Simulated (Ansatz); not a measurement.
**PbSe (Fm-3m): elasticity against pressure**

```
Pb Se
1.0
     0.00000    3.05146    3.05146
     3.05146    0.00000    3.05146
     3.05146    3.05146    0.00000
Pb Se
1 1
Direct
  0.00000 0.00000 0.00000
  0.50000 0.50000 0.50000
```

This is the zero-pressure cell. At each pressure cell and atoms are relaxed in this structure, and the constants are slopes of the stress at strains of ±0.005 with relaxed ions (the coefficients that govern stability under load). Level: PBEsol, PAW on Ansatz 0.2.0's default frozen-core files (fitted under PBE), scalar-relativistic; k mesh 14×14×14, strains of ±0.005, fixed occupations, cutoff 420 eV. P is the pressure of the relaxed cell, less that of this one.

| P (GPa) | V/V₀ | C11 (GPa) | C12 (GPa) | C44 (GPa) |
| --- | --- | --- | --- | --- |
| 0.00 | 1.0000 | 138.1 | 11.6 | 17.6 |
| 0.98 | 0.9827 | 149.5 | 12.3 | 17.4 |
| 3.96 | 0.9375 | 182.8 | 14.7 | 16.5 |
| 6.95 | ? | ? | ? | ? |
| 9.98 | 0.8713 | 246.1 | 18.9 | 14.6 |
| 14.98 | 0.8304 | 295.7 | 22.3 | 12.6 |

Task: Does the bulk modulus from the constants agree with the pressure-volume curve?

Result: A third-order Birch-Murnaghan fit to the volumes shown (F against f, f = [(V₀/V)^(2/3) − 1]/2) gives B₀ = 53.6 GPa and B′ = 4.4. Its −V dP/dV stands beside (C11 + 2C12)/3:

```
P (GPa)  from P(V)  from the constants
   0.00       53.6                53.8
   0.98       57.8                58.1
   3.96       70.4                70.7
   9.98       94.3                94.7
  14.98      113.5               113.5
```

Task: What are the pressure derivatives at zero pressure?

Result: Slopes at V₀ of quadratic fits in −ln(V/V₀) through the first four rows shown, divided by B₀: dC11/dP = 11.4, dC12/dP = 0.8, dC44/dP = -0.2. The mean slopes up to 4.0 GPa are 11.3, 0.8, -0.3; curvature and scatter of the constants part the two. The combination (dC11/dP + 2 dC12/dP)/3 = 4.3 stands against B′.

Task: Fill the row at 6.95 GPa.

Result: Cubic fits in −ln(V/V₀) through all rows shown give C11 = 214.7, C12 = 16.8, C44 = 15.6 GPa. Computed: V/V₀ = 0.9017, C11 (GPa) = 214.8, C12 (GPa) = 16.8, C44 (GPa) = 15.6.

Task: Does a shear stiffness soften?

Result: C44 goes from 17.6 to 12.6 GPa; (C11 − C12)/2 goes from 63.2 to 136.7 GPa. C44 softens under pressure, though the lattice stays mechanically stable over this range.

Keep in mind: no other phase was computed; many crystals of this kind change structure within this range, and rows or crossings beyond such a change describe a metastable lattice; frozen-core PAW files fitted under PBE, their cores solved anew for the functional of the run; no spin-orbit coupling on heavy atoms; the gap is tiny at this level, and band order or a closed gap can change these values; phonons weren't checked at these pressures.
